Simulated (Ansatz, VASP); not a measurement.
# Al3In5As8 (random alloy of the zinc-blende AlAs-InAs line, x = 0.625): VASP beside Ansatz, part 2 of 2

One calculation is typed for both programs; each brings its own data sets. How far apart do they land? Of the first pair: The structure shown is the start of the Ansatz relaxation below; VASP solves that cell, so the two are compared at the walk's first step.

VASP 6.6.1 and Ansatz 0.2.0.

So far: The starting structure; Ansatz: relaxation, PBE.

## Step 3: VASP: single point, PBE, start cell, pair 1

Level of this step: PBE; plane waves and PAW (Al, As, In_d) (VASP).

The same cell, functional, mesh and smearing now go to VASP, with its own data sets.

Lines of VASP's logs that name or quote its potential files are left out, and so is its time.

The input, INCAR:

```
SYSTEM = Al3In5As8
PREC = Accurate
ENCUT = 400
EDIFF = 1E-06
NELM = 120
ISMEAR = -1
SIGMA = 0.025
LREAL = Auto
ALGO = Normal
GGA = PE
NBANDS = 272
LORBIT = 11
LWAVE = .FALSE.
LCHARG = .FALSE.
ISIF = 2
LASPH = .TRUE.
GGA_COMPAT = .FALSE.
EFERMI = MIDGAP
NCORE = 2
```

The input, POSCAR:

```
Al3In5As8
1.0
   12.0350000000      0.0000000000      0.0000000000
    0.0000000000     12.0350000000      0.0000000000
    0.0000000000      0.0000000000     12.0350000000
Al As In
12 32 20
Direct
    0.0027004570      0.9989779809      0.9991192356
    0.9988533444      0.2493394267      0.7488574990
    0.0001994184      0.5010303282      0.0004985459
    0.9996510179      0.7509680100      0.2513917740
    0.2519900291      0.7503115912      0.4993768176
    0.4994266722      0.0000664728      0.9989696718
    0.7479601163      0.0009140008      0.7513169921
    0.4994765268      0.7459493145      0.2517324470
    0.7497714998      0.4998005816      0.2500290818
    0.7504113004      0.7495139177      0.0008226007
    0.5000664728      0.7496219360      0.7522060656
    0.7478936435      0.5005234732      0.7508433735
    0.1232239302      0.1264395513      0.1211798920
    0.1245866224      0.3774324886      0.3715828833
    0.3731699211      0.1247112588      0.3735438305
    0.3769007063      0.3765018695      0.1258412962
    0.1234399668      0.1245533860      0.6258828417
    0.1235978396      0.3738761944      0.8749813045
    0.3762276693      0.1246780224      0.8735189032
    0.3739426672      0.3753219776      0.6284918986
    0.1244121313      0.6230992937      0.1244204404
    0.1265475696      0.8754715413      0.3764686332
    0.3744993768      0.6258080598      0.3748732862
    0.3726796843      0.8725965933      0.1241628583
    0.1216368924      0.6244869132      0.6263813876
    0.1246697133      0.8753136685      0.8756792688
    0.3756294142      0.6252014956      0.8768840881
    0.3739426672      0.8756958870      0.6251267138
    0.6261570420      0.1242625675      0.1270294973
    0.6252762775      0.3762276693      0.3734191940
    0.8755213959      0.1264063149      0.3735687578
    0.8723140839      0.3768591608      0.1256834233
    0.6282675530      0.1219110926      0.6270461155
    0.6264312422      0.3746987952      0.8740008309
    0.8739592854      0.1258662235      0.8731034483
    0.8748317408      0.3764437059      0.6262484420
    0.6260324055      0.6253926049      0.1261321147
    0.6286331533      0.8757291234      0.3748317408
    0.8731366847      0.6241379310      0.3733361030
    0.8747071043      0.8766431242      0.1253510594
    0.6264977150      0.6291981720      0.6245866224
    0.6245201496      0.8761279601      0.8744661404
    0.8771499792      0.6248192771      0.8739675945
    0.8748815953      0.8769339427      0.6256086415
    0.0028998754      0.2487411716      0.2505276278
    0.2494640631      0.9993601994      0.2518820108
    0.2500706273      0.2509680100      0.9981719983
    0.0015039468      0.9988616535      0.4998005816
    0.2481429165      0.0003905276      0.7527627752
    0.2487577898      0.2528126298      0.5000830910
    0.2487494807      0.5020772746      0.2508516826
    0.2518820108      0.7525301205      0.0036310760
    0.0002658912      0.5014624013      0.5005234732
    0.0003822185      0.7512671375      0.7496302451
    0.2503282094      0.5001994184      0.7488907354
    0.5006730370      0.2509929373      0.2481761529
    0.7495637723      0.0000498546      0.2477191525
    0.7505774823      0.2478188617      0.9999418363
    0.4999584545      0.9987120897      0.5021188201
    0.5027004570      0.2505608641      0.7480099709
    0.7513336103      0.2500789364      0.4996925634
    0.5008807644      0.5002326548      0.0001329456
    0.5036393851      0.4968508517      0.4989198172
    0.7509430827      0.7504029913      0.5004736186
```

The input, KPOINTS:

```
Automatic mesh
0
Gamma
1 1 1
0 0 0
```

PAW data sets: Al, As and In_d (PBE family, release 64).

Run with:

```
$ mpirun -np 8 vasp_gam
```

Numbers of over 12 decimals in the logs are rounded to 6 here.

Log:

```text
[banner, memory and clock lines left out]
running    8 mpi-ranks, on    1 nodes
[...]
LDA part: xc-table for (Slater+PW92), standard interpolation
 POSCAR, INCAR and KPOINTS ok, starting setup
[...]
entering main loop
       N       E                     dE             d eps       ncg     rms          rms(c)
DAV:   1     0.541246330157E+04    0.54125E+04   -0.16839E+05   544   0.160E+03
DAV:   2     0.885703611816E+03   -0.45268E+04   -0.44294E+04   552   0.450E+02
DAV:   3    -0.144675451329E+03   -0.10304E+04   -0.96559E+03   624   0.216E+02
DAV:   4    -0.262283342949E+03   -0.11761E+03   -0.11490E+03   680   0.691E+01
[...]
DAV:  16    -0.258756726968E+03   -0.24780E-05   -0.29898E-06   440   0.600E-03    0.106E-02
DAV:  17    -0.258756728007E+03   -0.10387E-05   -0.20966E-06   400   0.448E-03    0.238E-03
DAV:  18    -0.258756728311E+03   -0.30375E-06   -0.42313E-07   320   0.281E-03
   1 F= -.25875673E+03 E0= -.25874309E+03  d E =-.272694E-01
```

OUTCAR, selected parts (step 3):

```text
  Total        5.0984662      5.3061866      5.3230676      0.8578706      1.2839716     -0.7560554
  in kB        4.6861032      4.8770231      4.8925388      0.7884862      1.1801242     -0.6949058
  external PRESSURE =       4.8185550 kB  Pullay stress =       0.0000000 kB

 POSITION                                       TOTAL-FORCE (eV/Angst)
 -----------------------------------------------------------------------------------
      0.03250     12.02270     12.02440        -0.286118      0.097215     -0.058168
     12.02120      3.00080      9.01250        -0.024368      0.052811      0.056085
      0.00240      6.02990      0.00600        -0.165358     -0.135435     -0.020482
     12.03080      9.03790      3.02550        -0.021315     -0.125966     -0.130725
      3.03270      9.03000      6.01000        -0.152196     -0.066120      0.180224
      6.01060      0.00080     12.02260        -0.004624     -0.021719      0.127190
      9.00170      0.01100      9.04210         0.283269     -0.126652     -0.006665
      6.01120      8.97750      3.02960         0.150998      0.377854     -0.084676
      9.02350      6.01510      3.00910         0.039205      0.092508     -0.094548
      9.03120      9.02040      0.00990         0.098301      0.028361     -0.066526
      6.01830      9.02170      9.05280        -0.073651      0.028892     -0.125456
      9.00090      6.02380      9.03640         0.164164      0.086543     -0.024581
      1.48300      1.52170      1.45840        -0.289088     -0.924437     -0.354661
      1.49940      4.54240      4.47200         0.015662     -0.095146      0.432562
[...]
-----------------------------------------------------------------------------------
    total drift:                               -0.021842      0.056398      0.013958

  FREE ENERGIE OF THE ION-ELECTRON SYSTEM (eV)
  ---------------------------------------------------
  free  energy   TOTEN  =      -258.7567283107 eV

  energy  without entropy=     -258.7294589053  energy(sigma->0) =     -258.74309361

[... 2 further parts left out ...]
```

The run ends at a pressure of 0.48 GPa, with forces up to 1.9 eV/Å.

## Step 4: Differences

Known differences besides the potentials themselves: the data sets hold 776 valence electrons in Ansatz (on its default PAW (the set named soft_2) files) and 456 in VASP; the cutoff is 420 eV in Ansatz and 400 eV in VASP (PREC = Accurate, projectors in real space). Total energies have different zeros and are not compared.

Forces on 9 of the 64 atoms, those with the largest forces and the largest differences (eV/Å; atoms numbered as in POSCAR):

```
atom          Ansatz x, y, z            VASP x, y, z
As18   -1.216, 0.194, -0.137   -1.226, 0.188, -0.139
As22  -0.099, -1.486, -0.059  -0.094, -1.486, -0.056
As24     1.771, 0.500, 0.515     1.773, 0.498, 0.514
As25    1.095, 0.762, -0.767    1.098, 0.759, -0.766
As28   -0.082, -1.372, 0.205   -0.093, -1.369, 0.207
As29  -0.894, -0.522, -0.975  -0.892, -0.525, -0.977
As37     0.546, 0.560, 0.582     0.556, 0.559, 0.590
As40   0.846, -0.797, -0.772   0.844, -0.793, -0.769
As41   -0.315, -0.442, 1.364   -0.306, -0.442, 1.364
```

The forces differ by 3.4 meV/Å r.m.s., which is 0.7 % of the r.m.s. force of 0.480 eV/Å (both taken over all components).

## Step 5: Ansatz: relaxation, PBE

This run makes the geometry at which the two programs are then compared. The cell compared in this pair holds 1734.75 Å³, against 1743.16 Å³ for the pair before.

The structure compared here is the end of the Ansatz relaxation.

This is the run of step 2 again, met here at its other cell.

## Step 6: VASP: single point, PBE, relaxed cell, pair 2

The same cell, functional, mesh and smearing now go to VASP, with its own data sets.

INCAR, as its differences from that of step 3:

```diff
@@ -2,3 +2,3 @@
 PREC = Accurate
-ENCUT = 400
+ENCUT = 500
 EDIFF = 1E-06
```

The input, POSCAR:

```
Al3In5As8
1.0
   12.0148600000      0.0014320000      0.0011170000
    0.0014320000     12.0171790000      0.0023170000
    0.0011170000      0.0023170000     12.0148080000
Al As In
12 32 20
Direct
    0.9959100000      0.9974700000      0.9977000000
    0.9954200000      0.2512800000      0.7553400000
    0.9926500000      0.5026300000      0.0001800000
    0.9980000000      0.7476200000      0.2449000000
    0.2517800000      0.7502700000      0.4972600000
    0.5056300000      0.9938000000      0.9977600000
    0.7504000000      0.9972200000      0.7561100000
    0.5030500000      0.7509700000      0.2477600000
    0.7522200000      0.5074300000      0.2463400000
    0.7505800000      0.7501600000      0.0005100000
    0.5043400000      0.7516000000      0.7527300000
    0.7521700000      0.5026500000      0.7551700000
    0.1158000000      0.1149200000      0.1181400000
    0.1245900000      0.3755700000      0.3741600000
    0.3747100000      0.1234100000      0.3759300000
    0.3739700000      0.3787300000      0.1216200000
    0.1172300000      0.1323700000      0.6351900000
    0.1087400000      0.3780900000      0.8767300000
    0.3831300000      0.1162000000      0.8832500000
    0.3779700000      0.3754500000      0.6263000000
    0.1111500000      0.6255000000      0.1210100000
    0.1226300000      0.8594000000      0.3740300000
    0.3768000000      0.6407900000      0.3724100000
    0.3912900000      0.8738500000      0.1239800000
    0.1294700000      0.6350900000      0.6184400000
    0.1184100000      0.8803200000      0.8826900000
    0.3811800000      0.6335800000      0.8695700000
    0.3740500000      0.8594700000      0.6272300000
    0.6210900000      0.1190400000      0.1145700000
    0.6346000000      0.3852500000      0.3677700000
    0.8727800000      0.1234200000      0.3727700000
    0.8721100000      0.3889700000      0.1240700000
    0.6335000000      0.1148100000      0.6316900000
    0.6326800000      0.3819500000      0.8695000000
    0.8811200000      0.1166400000      0.8692500000
    0.8753600000      0.3789600000      0.6408400000
    0.6331100000      0.6352900000      0.1317000000
    0.6199700000      0.8676300000      0.3682800000
    0.8748500000      0.6271700000      0.3624700000
    0.8821200000      0.8668100000      0.1152400000
    0.6278100000      0.6255900000      0.6412700000
    0.6279400000      0.8729300000      0.8761500000
    0.8664200000      0.6203800000      0.8830300000
    0.8662800000      0.8799100000      0.6321100000
    0.9970800000      0.2518000000      0.2451400000
    0.2497900000      0.9928000000      0.2479400000
    0.2450000000      0.2480800000      0.9975800000
    0.0001400000      0.9979600000      0.5019200000
    0.2505500000      0.9978200000      0.7520600000
    0.2482200000      0.2498800000      0.5032000000
    0.2481200000      0.5074700000      0.2491100000
    0.2510200000      0.7522600000      0.0026700000
    0.9977500000      0.5029400000      0.5002600000
    0.9954000000      0.7499000000      0.7545900000
    0.2471700000      0.5025900000      0.7505800000
    0.5025500000      0.2513700000      0.2477100000
    0.7503700000      0.9934200000      0.2421900000
    0.7549800000      0.2498300000      0.9957600000
    0.4997100000      0.9932300000      0.5030100000
    0.5048800000      0.2463500000      0.7525700000
    0.7524000000      0.2533100000      0.5044400000
    0.5068400000      0.5076000000      0.0001800000
    0.5031600000      0.5074600000      0.4998400000
    0.7484100000      0.7475700000      0.5005500000
```

KPOINTS is that of step 3.

Run with:

```
$ mpirun -np 8 vasp_gam
```

Log:

```text
[... set-up lines as in an earlier step ...]
 entering main loop
       N       E                     dE             d eps       ncg     rms          rms(c)
DAV:   1     0.610044814407E+04    0.61004E+04   -0.18871E+05   544   0.186E+03
DAV:   2     0.110635594710E+04   -0.49941E+04   -0.48855E+04   544   0.514E+02
DAV:   3    -0.113423863392E+03   -0.12198E+04   -0.11443E+04   624   0.235E+02
DAV:   4    -0.263638932785E+03   -0.15022E+03   -0.14644E+03   680   0.785E+01
[...]
DAV:  14    -0.261601038628E+03   -0.61038E-07   -0.65637E-05   640   0.303E-02    0.151E-02
DAV:  15    -0.261601042754E+03   -0.41261E-05   -0.19351E-05   616   0.139E-02    0.156E-02
DAV:  16    -0.261601042811E+03   -0.56774E-07   -0.45782E-06   504   0.621E-03
   1 F= -.26160104E+03 E0= -.26159617E+03  d E =-.975454E-02
```

Parts of OUTCAR (step 6):

```text
  Total        0.9128404      0.9950022      0.8829839     -0.0123978     -0.0651716     -0.0118338
  in kB        0.8430773      0.9189600      0.8155025     -0.0114503     -0.0601909     -0.0109294
  external PRESSURE =       0.8591799 kB  Pullay stress =       0.0000000 kB

 POSITION                                       TOTAL-FORCE (eV/Angst)
 -----------------------------------------------------------------------------------
     11.96826     11.99051     11.99060        -0.006201     -0.005554     -0.000091
     11.96104      3.02285      9.07696        -0.009034     -0.003594      0.001818
     11.92727      6.04162      0.00444        -0.008759      0.008765      0.001009
     11.99217      8.98628      2.94527        -0.003441     -0.000393     -0.004142
      3.02673      9.01764      5.97650         0.003292     -0.003842      0.005606
      6.07761     11.94571     11.99076        -0.003840     -0.002621      0.006045
      9.01822     11.98660      9.08767         0.000536     -0.000689      0.000959
      6.04543      9.02584      2.97909        -0.004711     -0.001692     -0.003550
      9.03882      6.09953      2.96174         0.002235      0.011603     -0.011805
      9.01919      9.01588      0.00870        -0.007989      0.002063     -0.005192
      6.06149      9.03458      9.04621        -0.001337      0.004901     -0.000641
      9.03878      6.04326      9.07523        -0.001679      0.007445      0.000783
      1.39162      1.38145      1.41983         0.007930      0.003930      0.007133
      1.49789      4.51434      4.49647         0.001188     -0.003280     -0.001117
[...]
-----------------------------------------------------------------------------------
    total drift:                                0.021084     -0.010712      0.002128

  FREE ENERGIE OF THE ION-ELECTRON SYSTEM (eV)
  ---------------------------------------------------
  free  energy   TOTEN  =      -261.6010428112 eV

  energy  without entropy=     -261.5912882675  energy(sigma->0) =     -261.59616554

[... 1 part as in an earlier step ...]

[... 1 further part left out ...]
```

The run ends at a pressure of 0.09 GPa, with forces up to 0.017 eV/Å.

## Step 7: Side by side

What differs besides the data sets and the points named for the pairs above, as far as they apply: the data sets hold 776 valence electrons in Ansatz (on its default PAW (the set named soft_2) files) and 456 in VASP; the cutoff is 420 eV in Ansatz and 500 eV in VASP (PREC = Accurate, projectors in real space). Total energies have different zeros and are not compared.

Both answers:

```
              quantity  Ansatz   VASP  difference
        pressure (GPa)    0.00   0.09       -0.08
gap on the k mesh (eV)   0.218  0.219      -0.001
```

The largest component of a force difference here is 11 meV/Å. A gap on the mesh is an upper bound, since the band edges may lie between its points.

## Step 8: What came out

- r.m.s. force difference (single point, PBE, start cell, pair 1): 0.72 % of the r.m.s. force
- difference in gap on the k mesh (single point, PBE, relaxed cell, pair 2): -0.0014 eV

What this shows: The r.m.s. force difference is 0.72 % of the r.m.s. force (single point, PBE, start cell, pair 1), within the 3 % picked in this series as the mark of a large difference. The data sets hold unlike numbers of valence electrons (776 in Ansatz and 456 in VASP), so part of the differences may come from the potentials. Such differences can come from data sets, numerical settings and the points named under the comparisons, not from the functional's error against experiment.

[Lines on the potential files, build, host, timing and source positions are cut from VASP's logs without a mark.]

[Logs are printed without paths, hosts, clocks, repeated set-up lines and the standing remarks that a program may print on its own settings, such as how far it seeks lower states.]

[Hosts, paths, dates, database ids (printed as entryN), source tags and the programs' standing remarks are cut or masked in the printed files.]
